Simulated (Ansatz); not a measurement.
Here is an Ansatz input file for TiPbO3, space group P4mm. Write the same calculation for the Python package.

```yaml
crystal:
  lattice:
    - [3.8992, 0.0, 0.0]
    - [0.0, 3.8992, 0.0]
    - [0.0, 0.0, 4.1499]
  atoms:
    - { symbol: Ti, position: [0.5, 0.5, 0.5382] }
    - { symbol: Pb, position: [0.0, 0.0, 0.0] }
    - { symbol: O, position: [0.5, 0.5, 0.113] }
    - { symbol: O, position: [0.5, 0.0, 0.615] }
    - { symbol: O, position: [0.0, 0.5, 0.615] }
basis:
  ecutwfc: 517.016338673772
kpoints:
  mp_grid:
    grid: [6, 6, 4]
hamiltonian:
  xc: pbe
scf:
  occupations:
    method: methfessel_paxton
    width: 0.01
phonons:
  method: dfpt
```

The script, `dfpt.py`:
```python
'''Zone-centre and zone-boundary phonons of TiPbO3 by linear response.'''

from pathlib import Path
import warnings

import ansatz as az
import numpy as np
from pymatgen.core import Lattice, Structure
from pymatgen.io.ase import AseAtomsAdaptor


def main() -> None:
    warnings.simplefilter('ignore', az.DeckWarning)

    pmg_structure = Structure(
        Lattice([[3.8992, 0.0, 0.0], [0.0, 3.8992, 0.0], [0.0, 0.0, 4.1499]]),
        ['Ti', 'Pb', 'O', 'O', 'O'],
        [
            [0.5, 0.5, 0.5382],
            [0.0, 0.0, 0.0],
            [0.5, 0.5, 0.113],
            [0.5, 0.0, 0.615],
            [0.0, 0.5, 0.615],
        ],
    )
    xtal = az.Crystal.from_ase(AseAtomsAdaptor.get_atoms(pmg_structure))

    model = (
        xtal.calculation()
        .functional('pbe')
        .basis(19 * az.Ha)
        .occupations('methfessel_paxton', width=0.01)
        .kpoints(6, 6, 4)
        .phonons('dfpt')
    )
    done = model.run(threads=1, runs_dir='runs')
    ph = done.phonons

    print('Gamma modes (1/cm):', ' '.join(f'{w:.1f}' for w in ph.gamma_omega_inv_cm))
    print('in meV:', ' '.join(f'{w * 0.1239842:.2f}' for w in ph.gamma_omega_inv_cm))


if __name__ == '__main__':
    main()
```

`python dfpt.py` gives:
```text
Gamma modes (1/cm): 0.0 0.0 0.0 92.4 92.4 147.3 185.6 185.6 270.4 270.4 278.1 353.4 492.4 492.4 669.3
in meV: 0.00 0.00 0.00 11.46 11.46 18.26 23.02 23.02 33.53 33.53 34.48 43.81 61.05 61.05 82.98
```

Notes:
- No spin polarisation was allowed.
- The cell isn't relaxed first, so the values belong to this volume.
- Spin-orbit coupling, which matters for elements this heavy, is left out.
- No non-analytic term is added, so at the zone centre the longitudinal optical modes of a polar crystal aren't split off.
- The starting cell is as deposited in a crystallographic database; the results hold for this polymorph, which needn't be the stable one.
- The structure is taken as given; imaginary modes can come from an unrelaxed or unstable start.
- It ran for 99 s on 1 thread of Arm Neoverse V2 (shared host), peak memory 0.84 GiB.

(Lines on the test bed's own set-up are left out of the output.)
